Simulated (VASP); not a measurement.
**AlP: single point with PBE**

**The experiment to reproduce.**

From a printed reference work, data compilation, for a bulk crystal of AlP at 4.2 K: band gap 2.505 eV (indirect).

The system is AlP.

```
Al P
1.0
     0.00000    2.75340    2.75340
     2.75340    0.00000    2.75340
     2.75340    2.75340    0.00000
Al P
1 1
Direct
  0.00000 0.00000 0.00000
  0.75000 0.75000 0.75000
```

| Item | Value |
| --- | --- |
| Program | VASP 6.6.1 |
| Task | single point |
| Functional | PBE |
| Potentials or basis | VASP PAW PBE potentials, release 64 (Al, P) |
| Cutoff | 500 eV |
| k mesh | 8 × 8 × 8 |
| Occupations | gaussian, width 0.02 eV |
| Spin | no spin polarisation |

```yaml
Pressure: 0.0 GPa
Band_gap_on_the_k_mesh: 1.63 eV, indirect (least direct gap 3.09 eV)
```

Levels at points of the mesh, in eV from the valence-band top:
| k point | band 1 | band 2 | band 3 | band 4 | band 5 | band 6 | band 7 | band 8 | band 9 |
| --- | --- | --- | --- | --- | --- | --- | --- | --- | --- |
| (0.00, 0.00, 0.00) | -11.36 | 0.00 | 0.00 | 0.00 | 3.09 | 4.53 | 4.53 | 4.53 | 8.81 |
| (0.50, 0.00, 0.00) | -9.74 | -5.41 | -0.75 | -0.75 | 2.72 | 4.81 | 4.81 | 8.20 | 11.45 |
| (0.50, 0.50, 0.00) | -9.11 | -5.22 | -2.05 | -2.05 | 1.63 | 2.47 | 10.85 | 10.85 | 11.78 |

It used 8.3 s of CPU time on 1 thread of Intel Xeon 6975P-C (shared host).

Against the measured gap of AlP, 2.505 eV (indirect; 4.2 K; a printed reference work, data compilation), the calculated 1.63 eV is off by -0.88 eV. The value is that of PBE on a finite k mesh, which can miss the band edges, without temperature or zero-point motion. Semilocal functionals fall short of measured gaps as a rule.
